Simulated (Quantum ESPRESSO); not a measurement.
# W (Im-3m) in Quantum ESPRESSO: convergence with wavefunction cutoff

Aim: find how far wavefunction cutoff must go before the results for W settle, at PBE. This setting moves, with any that are tied to it; all else stays.

All numbers are computed with Quantum ESPRESSO 7.5; they aren't measurements. Logs are shortened: lines on timing, memory, paths and dates and some standing lists are left out, and cuts for length are marked.

## 1. Starting point

The structure is cubic, space group Im-3m (No. 229). Conventional cell: a = 3.165 Å, b = 3.165 Å, c = 3.165 Å, α = 90.00°, β = 90.00°, γ = 90.00°. W (site symmetry m-3m) is surrounded by 8 W at 2.74 Å.

## 2. With wavefunction cutoff 30 Ry

Input file pw.in:

```
&CONTROL
  calculation = 'scf'
  prefix = 'pwscf'
  outdir = './tmp'
  pseudo_dir = './pseudo'
  tprnfor = .true.
  tstress = .true.
  disk_io = 'nowf'
/
&SYSTEM
  ibrav = 0
  nat = 1
  ntyp = 1
  ecutwfc = 30
  nbnd = 13
  occupations = 'smearing'
  smearing = 'fd'
  degauss = 0.00734986
/
&ELECTRONS
  conv_thr = 2d-10
  electron_maxstep = 120
  mixing_beta = 0.5
/
ATOMIC_SPECIES
W    183.8400 W.upf
CELL_PARAMETERS angstrom
  -1.5823450000    1.5823450000    1.5823450000
   1.5823450000   -1.5823450000    1.5823450000
   1.5823450000    1.5823450000   -1.5823450000
ATOMIC_POSITIONS crystal
W      0.0000000000    0.0000000000    0.0000000000
K_POINTS automatic
12 12 12 0 0 0
```

Potentials or basis: PseudoDojo 0.4.1 SR PBE standard.

On the command line:

```bash
$ OMP_NUM_THREADS=1 pw.x -in pw.in > pw.out
```

pw.out:

```text
This program is part of the open-source Quantum ESPRESSO suite
     for quantum simulation of materials; please cite
         "P. Giannozzi et al., J. Phys.:Condens. Matter 21 395502 (2009);
         "P. Giannozzi et al., J. Phys.:Condens. Matter 29 465901 (2017);
         "P. Giannozzi et al., J. Chem. Phys. 152 154105 (2020);
     in publications or presentations arising from this work. More details at

     Message from routine setup:
     using ibrav=0 with symmetry is DISCOURAGED, use correct ibrav instead

     G-vector sticks info
     --------------------
     sticks:   dense  smooth     PW     G-vecs:    dense   smooth      PW
     Sum         241     241    103                 2347     2347     683

     Using Slab Decomposition

     bravais-lattice index     =            0
     lattice parameter (alat)  =       5.1792  a.u.
     unit-cell volume          =     106.9449 (a.u.)^3
     number of atoms/cell      =            1
     number of atomic types    =            1
     number of electrons       =        14.00
     number of Kohn-Sham states=           13
     kinetic-energy cutoff     =      30.0000  Ry
     charge density cutoff     =     120.0000  Ry
     scf convergence threshold =      2.0E-10
     mixing beta               =       0.5000
     number of iterations used =            8  plain     mixing
     Exchange-correlation= PBE
                           (   1   4   3   4   0   0   0)

     celldm(1)=   5.179176  celldm(2)=   0.000000  celldm(3)=   0.000000
     celldm(4)=   0.000000  celldm(5)=   0.000000  celldm(6)=   0.000000

     crystal axes: (cart. coord. in units of alat)
               a(1) = (  -0.577350   0.577350   0.577350 )
               a(2) = (   0.577350  -0.577350   0.577350 )
               a(3) = (   0.577350   0.577350  -0.577350 )

     reciprocal axes: (cart. coord. in units 2 pi/alat)
               b(1) = ( -0.000000  0.866025  0.866025 )
               b(2) = (  0.866025 -0.000000  0.866025 )
               b(3) = (  0.866025  0.866025  0.000000 )

     PseudoPot. # 1 for W  read from file:
     W.upf
     Pseudo is Norm-conserving + core correction, Zval = 14.0
     Generated using ONCVPSP code by D. R. Hamann
     Using radial grid of 1396 points,  8 beta functions with:
                l(1) =   0
                l(2) =   0
                l(3) =   1
                l(4) =   1
                l(5) =   2
                l(6) =   2
                l(7) =   3
                l(8) =   3

     atomic species   valence    mass     pseudopotential
     W                14.00   183.84000     W ( 1.00)

     48 Sym. Ops., with inversion, found

   Cartesian axes

     site n.     atom                  positions (alat units)
         1        W      tau(   1) = (   0.0000000   0.0000000   0.0000000  )

     number of k points=    72  Fermi-Dirac smearing, width (Ry)=  0.0073
                       cart. coord. in units 2pi/alat
        k(    1) = (   0.0000000   0.0000000   0.0000000), wk =   0.0011574
        k(    2) = (   0.0721688   0.0721688   0.0000000), wk =   0.0138889
        k(    3) = (   0.1443376   0.1443376   0.0000000), wk =   0.0138889
        k(    4) = (   0.2165064   0.2165064   0.0000000), wk =   0.0138889
        k(    5) = (   0.2886751   0.2886751   0.0000000), wk =   0.0138889
        k(    6) = (   0.3608439   0.3608439   0.0000000), wk =   0.0138889
[... 64 lines left out ...]
        k(   71) = (  -0.8660254  -0.0721688  -0.0721688), wk =   0.0138889
        k(   72) = (  -0.8660254  -0.8660254  -0.8660254), wk =   0.0011574

     Dense  grid:     2347 G-vectors     FFT dimensions: (  20,  20,  20)

     Initial potential from superposition of free atoms

     starting charge      13.9995, renormalised to      14.0000
     Starting wfcs are   10 randomized atomic wfcs +    3 random wfcs

     Self-consistent Calculation

     iteration #  1     ecut=    30.00 Ry     beta= 0.50
     Davidson diagonalization with overlap
     ethr =  1.00E-02,  avg # of iterations =  4.0

     Threshold (ethr) on eigenvalues was too large:
     Diagonalizing with lowered threshold

     Davidson diagonalization with overlap
     ethr =  3.29E-04,  avg # of iterations =  1.5

     total energy              =    -151.50229768 Ry
     estimated scf accuracy    <       0.04712288 Ry
[... 43 lines left out ...]
     iteration #  8     ecut=    30.00 Ry     beta= 0.50
     Davidson diagonalization with overlap
     ethr =  1.53E-11,  avg # of iterations =  2.0

     End of self-consistent calculation

          k = 0.0000 0.0000 0.0000 (   321 PWs)   bands (ev):

   -51.4894 -15.1406 -15.1406 -15.1406  13.0538  21.2790  21.2790  21.2790
    24.7519  24.7519  37.0770  37.0770  37.0770
[... 353 lines left out ...]
   -51.1020 -16.0125 -16.0125 -16.0125  16.7046  16.7046  27.6556  27.6556
    27.6556  30.9177  30.9177  30.9177  39.0897

     the Fermi energy is    22.4980 ev

!    total energy              =    -151.50778152 Ry
     estimated scf accuracy    <          1.6E-11 Ry
     smearing contrib. (-TS)   =      -0.00123982 Ry
     internal energy E=F+TS    =    -151.50654170 Ry

     The total energy is F=E-TS. E is the sum of the following terms:
     one-electron contribution =     -15.02911253 Ry
     hartree contribution      =      15.92172049 Ry
     xc contribution           =     -33.12785169 Ry
     ewald contribution        =    -119.27129796 Ry

     convergence has been achieved in   8 iterations

     Forces acting on atoms (cartesian axes, Ry/au):

     atom    1 type  1   force =     0.00000000    0.00000000    0.00000000

     Total force =     0.000000     Total SCF correction =     0.000000

     Computing stress (Cartesian axis) and pressure

          total   stress  (Ry/bohr**3)                   (kbar)     P=     -653.77
  -0.00444425  -0.00000000  -0.00000000         -653.77       -0.00       -0.00
  -0.00000000  -0.00444425  -0.00000000           -0.00     -653.77       -0.00
  -0.00000000  -0.00000000  -0.00444425           -0.00       -0.00     -653.77

=------------------------------------------------------------------------------=
   JOB DONE.
=------------------------------------------------------------------------------=
```

Wall time 3.4 s (1 thread of Arm Neoverse V1, shared host); peak memory 0.05 GiB.

What came out:

```yaml
Free_energy: -2061.3684 eV
Pressure: -65.4 GPa
Band_gap_on_the_k_mesh: none (metal or under the smearing width)
```

## 3. With wavefunction cutoff 37 Ry

Changes to pw.in since step 2:

```diff
@@ -13,3 +13,3 @@
   ntyp = 1
-  ecutwfc = 30
+  ecutwfc = 37
   nbnd = 13
```

Potentials or basis: PseudoDojo 0.4.1 SR PBE standard.

On the command line:

```bash
$ OMP_NUM_THREADS=1 pw.x -in pw.in > pw.out
```

Wall time 7.7 s (1 thread of Arm Neoverse V1, shared host); peak memory 0.05 GiB.

What came out:

| Property | Result |
| --- | --- |
| Free energy | -2063.1186 eV |
| Pressure | -33.1 GPa |
| Band gap on the k mesh | none (metal or under the smearing width) |

## 4. With wavefunction cutoff 44 Ry

Changes to pw.in since step 3:

```diff
@@ -13,3 +13,3 @@
   ntyp = 1
-  ecutwfc = 37
+  ecutwfc = 44
   nbnd = 13
```

On the command line:

```bash
$ OMP_NUM_THREADS=1 pw.x -in pw.in > pw.out
```

It took 8.3 s on 1 thread of Arm Neoverse V1, shared host; peak memory 0.05 GiB.

Results:

- Free energy: -2063.8061 eV
- Pressure: -10.0 GPa
- Band gap on the k mesh: none (metal or under the smearing width)

## 5. With wavefunction cutoff 52 Ry

Changes to pw.in since step 4:

```diff
@@ -13,3 +13,3 @@
   ntyp = 1
-  ecutwfc = 44
+  ecutwfc = 52
   nbnd = 13
```

On the command line:

```bash
$ OMP_NUM_THREADS=1 pw.x -in pw.in > pw.out
```

Wall time 9.3 s (1 thread of Arm Neoverse V1, shared host); peak memory 0.05 GiB.

Results:

| Item | Value |
| --- | --- |
| Free energy | -2064.0273 eV |
| Pressure | 2.2 GPa |
| Band gap on the k mesh | none (metal or under the smearing width) |

## 6. With wavefunction cutoff 59 Ry

Changes to pw.in since step 5:

```diff
@@ -13,3 +13,3 @@
   ntyp = 1
-  ecutwfc = 52
+  ecutwfc = 59
   nbnd = 13
```

Potentials or basis: PseudoDojo 0.4.1 SR PBE standard.

On the command line:

```bash
$ OMP_NUM_THREADS=1 pw.x -in pw.in > pw.out
```

It took 9.5 s on 1 thread of Arm Neoverse V1, shared host; peak memory 0.05 GiB.

It converged, with:

```yaml
Free_energy: -2064.0619 eV
Pressure: 5.2 GPa
Band_gap_on_the_k_mesh: none (metal or under the smearing width)
```

## 7. With wavefunction cutoff 67 Ry

Changes to pw.in since step 6:

```diff
@@ -13,3 +13,3 @@
   ntyp = 1
-  ecutwfc = 59
+  ecutwfc = 67
   nbnd = 13
```

On the command line:

```bash
$ OMP_NUM_THREADS=1 pw.x -in pw.in > pw.out
```

It took 16 s on 1 thread of Arm Neoverse V1, shared host; peak memory 0.05 GiB.

It converged, with:

```
Free energy            : -2064.0668 eV
Pressure               : 5.8 GPa
Band gap on the k mesh : none (metal or under the smearing width)
```

## 8. With wavefunction cutoff 74 Ry

Changes to pw.in since step 7:

```diff
@@ -13,3 +13,3 @@
   ntyp = 1
-  ecutwfc = 67
+  ecutwfc = 74
   nbnd = 13
```

On the command line:

```bash
$ OMP_NUM_THREADS=1 pw.x -in pw.in > pw.out
```

Run time: 17 s. Hardware: 1 thread of Arm Neoverse V1, shared host; peak memory 0.05 GiB.

Results (log left out):

```
Free energy            : -2064.0679 eV
Pressure               : 5.8 GPa
Band gap on the k mesh : none (metal or under the smearing width)
```

## 9. With wavefunction cutoff 89 Ry

Changes to pw.in since step 8:

```diff
@@ -13,3 +13,3 @@
   ntyp = 1
-  ecutwfc = 74
+  ecutwfc = 89
   nbnd = 13
```

Potentials or basis: PseudoDojo 0.4.1 SR PBE standard.

On the command line:

```bash
$ OMP_NUM_THREADS=1 pw.x -in pw.in > pw.out
```

It took 16 s on 1 thread of Arm Neoverse V1, shared host; peak memory 0.06 GiB.

The run converged. Its results:

| Property | Result |
| --- | --- |
| Free energy | -2064.0692 eV |
| Pressure | 5.8 GPa |
| Band gap on the k mesh | none (metal or under the smearing width) |

## 10. With wavefunction cutoff 111 Ry

Changes to pw.in since step 9:

```diff
@@ -13,3 +13,3 @@
   ntyp = 1
-  ecutwfc = 89
+  ecutwfc = 111
   nbnd = 13
```

On the command line:

```bash
$ OMP_NUM_THREADS=1 pw.x -in pw.in > pw.out
```

Wall time 35 s (1 thread of Arm Neoverse V1, shared host); peak memory 0.08 GiB.

It converged, with:

| Item | Value |
| --- | --- |
| Free energy | -2064.0701 eV |
| Pressure | 5.7 GPa |
| Band gap on the k mesh | none (metal or under the smearing width) |

## 11. Result

| wavefunction cutoff | energy less the tightest run, at zero smearing (meV/atom) | pressure (GPa) | SCF cycles | CPU time (s) | peak memory (GiB) |
| --- | --- | --- | --- | --- | --- |
| 30 Ry | 2702.00 | -65.38 | 8 | 3.4 | 0.05 |
| 37 Ry | 951.73 | -33.13 | 8 | 7.7 | 0.05 |
| 44 Ry | 264.05 | -9.97 | 8 | 8.3 | 0.05 |
| 52 Ry | 42.78 | 2.18 | 8 | 9.3 | 0.05 |
| 59 Ry | 8.15 | 5.25 | 8 | 9.5 | 0.05 |
| 67 Ry | 3.24 | 5.81 | 8 | 16 | 0.05 |
| 74 Ry | 2.20 | 5.79 | 8 | 17 | 0.05 |
| 89 Ry | 0.88 | 5.83 | 8 | 16 | 0.06 |
| 111 Ry | 0.00 | 5.75 | 9 | 35 | 0.08 |

Against the tightest run, the energy stays within 1 meV/atom from 89 Ry on; the pressure stays within 0.1 GPa from 67 Ry on. The tightest run that finished is the yardstick and may itself not be fully converged.
